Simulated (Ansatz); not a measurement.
# GaP: Ga vacancy

Level of theory: DFT PBE, scalar-relativistic, plane waves, PAW (Ansatz). (420 eV cutoff, 1×1×1 k-mesh, Gaussian smearing of 0.01 eV, collinear spin)

Host crystal, relaxed:

```
CELL_PARAMETERS angstrom
0.00000 2.75256 2.75256
2.75256 0.00000 2.75256
2.75256 2.75256 0.00000
ATOMIC_POSITIONS crystal
Ga 0.00000 0.00000 0.00000
P 0.25000 0.25000 0.25000
```

Supercell of 54 atoms, rows in host cell vectors: 0 -3 3; 0 0 3; -3 0 3. Atoms relax at the host's cell, keeping the symmetry that the supercell leaves at the site. The cell is small, so energies carry finite-size errors of tenths of an eV. The zone centre alone is far too coarse a mesh for this cell, so the numbers show that error and aren't the defect's converged properties. The host's Kohn–Sham gap is 1.58 eV.

Defect: Ga vacancy, charge 0.

Command:

```bash
ansatz run input.yaml --threads 4 --pin off --max-ram 8192MiB --backend cpu --events-out ev --progress --plain --runs-dir out
```

The input:

```yaml
crystal:
  lattice:
    - [0.0, 8.2576754622, -8.2576754622]
    - [8.2576754622, 8.2576754622, 0.0]
    - [8.2576754622, 0.0, -8.2576754622]
  atoms:
    - { symbol: Ga, position: [0.6666666667, 0.6666666667, 0.3333333333] }
    - { symbol: Ga, position: [0.6666666667, 1.0, 0.3333333333] }
    - { symbol: Ga, position: [0.3333333333, 0.3333333333, 0.3333333333] }
    - { symbol: Ga, position: [0.3333333333, 0.6666666667, 0.3333333333] }
    - { symbol: Ga, position: [0.3333333333, 0.0, 0.3333333333] }
    - { symbol: Ga, position: [1.0, 0.3333333333, 0.3333333333] }
    - { symbol: Ga, position: [1.0, 0.6666666667, 0.3333333333] }
    - { symbol: Ga, position: [1.0, 0.0, 0.3333333333] }
    - { symbol: Ga, position: [0.6666666667, 0.3333333333, 0.0] }
    - { symbol: Ga, position: [0.6666666667, 0.6666666667, 0.0] }
    - { symbol: Ga, position: [0.6666666667, 0.0, 0.0] }
    - { symbol: Ga, position: [0.3333333333, 0.3333333333, 0.0] }
    - { symbol: Ga, position: [0.3333333333, 0.6666666667, 0.0] }
    - { symbol: Ga, position: [0.3333333333, 0.0, 0.0] }
    - { symbol: Ga, position: [1.0, 0.3333333333, 0.0] }
    - { symbol: Ga, position: [1.0, 0.6666666667, 0.0] }
    - { symbol: Ga, position: [1.0, 0.0, 0.0] }
    - { symbol: Ga, position: [0.6666666667, 0.3333333333, 0.6666666667] }
    - { symbol: Ga, position: [0.6666666667, 0.6666666667, 0.6666666667] }
    - { symbol: Ga, position: [0.6666666667, 0.0, 0.6666666667] }
    - { symbol: Ga, position: [0.3333333333, 0.3333333333, 0.6666666667] }
    - { symbol: Ga, position: [0.3333333333, 0.6666666667, 0.6666666667] }
    - { symbol: Ga, position: [0.3333333333, 0.0, 0.6666666667] }
    - { symbol: Ga, position: [1.0, 0.3333333333, 0.6666666667] }
    - { symbol: Ga, position: [1.0, 0.6666666667, 0.6666666667] }
    - { symbol: Ga, position: [1.0, 0.0, 0.6666666667] }
    - { symbol: P, position: [0.5833333333, 0.25, 0.5833333333], spin: 0.25 }
    - { symbol: P, position: [0.5833333333, 0.5833333333, 0.5833333333] }
    - { symbol: P, position: [0.5833333333, 0.9166666667, 0.5833333333] }
    - { symbol: P, position: [0.25, 0.25, 0.5833333333] }
    - { symbol: P, position: [0.25, 0.5833333333, 0.5833333333] }
    - { symbol: P, position: [0.25, 0.9166666667, 0.5833333333] }
    - { symbol: P, position: [0.9166666667, 0.25, 0.5833333333] }
    - { symbol: P, position: [0.9166666667, 0.5833333333, 0.5833333333] }
    - { symbol: P, position: [0.9166666667, 0.9166666667, 0.5833333333] }
    - { symbol: P, position: [0.5833333333, 0.25, 0.25], spin: 0.25 }
    - { symbol: P, position: [0.5833333333, 0.5833333333, 0.25], spin: 0.25 }
    - { symbol: P, position: [0.5833333333, 0.9166666667, 0.25] }
    - { symbol: P, position: [0.25, 0.25, 0.25] }
    - { symbol: P, position: [0.25, 0.5833333333, 0.25] }
    - { symbol: P, position: [0.25, 0.9166666667, 0.25] }
    - { symbol: P, position: [0.9166666667, 0.25, 0.25], spin: 0.25 }
    - { symbol: P, position: [0.9166666667, 0.5833333333, 0.25] }
    - { symbol: P, position: [0.9166666667, 0.9166666667, 0.25] }
    - { symbol: P, position: [0.5833333333, 0.25, 0.9166666667] }
    - { symbol: P, position: [0.5833333333, 0.5833333333, 0.9166666667] }
    - { symbol: P, position: [0.5833333333, 0.9166666667, 0.9166666667] }
    - { symbol: P, position: [0.25, 0.25, 0.9166666667] }
    - { symbol: P, position: [0.25, 0.5833333333, 0.9166666667] }
    - { symbol: P, position: [0.25, 0.9166666667, 0.9166666667] }
    - { symbol: P, position: [0.9166666667, 0.25, 0.9166666667] }
    - { symbol: P, position: [0.9166666667, 0.5833333333, 0.9166666667] }
    - { symbol: P, position: [0.9166666667, 0.9166666667, 0.9166666667] }
  host:
    lattice:
      - [0.0, 2.7525584874, 2.7525584874]
      - [2.7525584874, 0.0, 2.7525584874]
      - [2.7525584874, 2.7525584874, 0.0]
    atoms:
      - { symbol: Ga, position: [0.0, 0.0, 0.0] }
      - { symbol: P, position: [0.25, 0.25, 0.25] }
basis:
  ecutwfc: 420
  xc_grid: 2
kpoints:
  mp_grid: { grid: [1, 1, 1], shift: [0.0, 0.0, 0.0] }
hamiltonian:
  xc: pbe
scf:
  occupations: { method: gaussian, width: 0.01 }
output:
  forces: true
  stress: false
  eigenvalues: true
  populations: true
  charged_corrections:
    defect_position: [0.66666667, 0.33333333, 0.33333333]
    epsilon: [[12.8535, 0.0, 0.0], [0.0, 12.8535, 0.0], [0.0, 0.0, 12.8535]]
magnetization:
  spin_polarized: true
relax:
  adjacent_minimum: "off"
  f_tol: 0.025
  max_steps: 45
```

From the output:

```
Warning: RAYON_NUM_THREADS=4 ignored (pool sized by the plan → 4); use --threads N
Crystal: 53 atoms, lattice volume = 1126.169 Å³
Basis set: ecut = 420 eV, 22123 PW (Γ), exchange–correlation on 160×160×160 points (8 copies of the dense FFT grid, shifted against one another)
Bands: 290, of which v1, the nominal top of the filled ones, is band 237 counted from 1 (236 counted from 0)
Symmetry: 24 space group operations
Space group: F-43m (ITA 216), of the structure as read, at distance tolerance 1.0e-4 Å
k-points: 1
relax step   1: F+E_penalty+E_count = -118768.85824829 eV  Δ(F+E_penalty+E_count) = +0.000e0 eV  max|allowed force component| = 2.021e-1 eV/Å  Δτ_max = 0.0000 Å
relax step   2: F+E_penalty+E_count = -118768.91584845 eV  Δ(F+E_penalty+E_count) = -5.760e-2 eV  max|allowed force component| = 7.063e-2 eV/Å  Δτ_max = 0.0364 Å
relax step   3: F+E_penalty+E_count = -118768.92568894 eV  Δ(F+E_penalty+E_count) = -9.840e-3 eV  max|allowed force component| = 2.259e-2 eV/Å  Δτ_max = 0.0293 Å
SCF converged after 7 iterations
Free energy (F): -118768.925689 eV
E sigma→0 (E₀):  -118768.925689 eV
Fermi energy:    6.893060 eV
```

The relaxation gained 0.07 eV in 3 steps. Time: 110 s on 4 threads of Arm Neoverse N1, on a shared host, peak memory 2.1 GiB.